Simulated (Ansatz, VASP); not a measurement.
# Two plane-wave programs on SiC (Moissanite 3C)

```
Si C
1.0
     0.00000    2.17900    2.17900
     2.17900    0.00000    2.17900
     2.17900    2.17900    0.00000
Si C
1 1
Direct
  0.00000 0.00000 0.00000
  0.75000 0.75000 0.75000
```

Alike in both runs: task relaxation of cell and atoms; functional HSE03; k mesh 5 × 5 × 5; occupations fermi-dirac, width 0.05 eV; no spin polarisation.

|  | VASP | Ansatz |
| --- | --- | --- |
| version | VASP 6.6.1 | Ansatz 0.2.0 |
| potentials or method | VASP PAW PBE potentials, release 64 (Si, C) | Ansatz PAW |
| plane-wave cutoff (eV) | 600 | 420 |
| valence electrons in the cell | 8 | 8 |

|  | VASP | Ansatz | Ansatz less VASP |
| --- | --- | --- | --- |
| gap on the k mesh at the Fermi level, each at its own relaxed structure (eV) | 2.53 | 2.52 | -0.004 |
| relaxed volume (Å³/atom) | 10.28 | 10.30 | +0.023 |
| relaxed cell length with the largest relative difference (Å) | 3.075 | 3.077 | +0.0023 |

Caveats: the k mesh is coarse (spacing up to 0.50 Å⁻¹), so the values aren't converged, least of all with exact exchange; the PAW data sets were made with another functional, which shifts forces and pressure a little (VASP); an odd mesh through Γ misses points on the zone boundary, where band edges often lie (VASP); odd divisions of the mesh miss points on the zone boundary, where band edges often lie, so the gap on the mesh can be too wide (Ansatz); the plane-wave basis is chosen anew once the cell has moved, so the energies of steps on either side of that aren't comparable (Ansatz); the PAW data sets come from PBE, with cores solved anew for the run's functional, which leaves a small shift of forces and pressure (Ansatz).
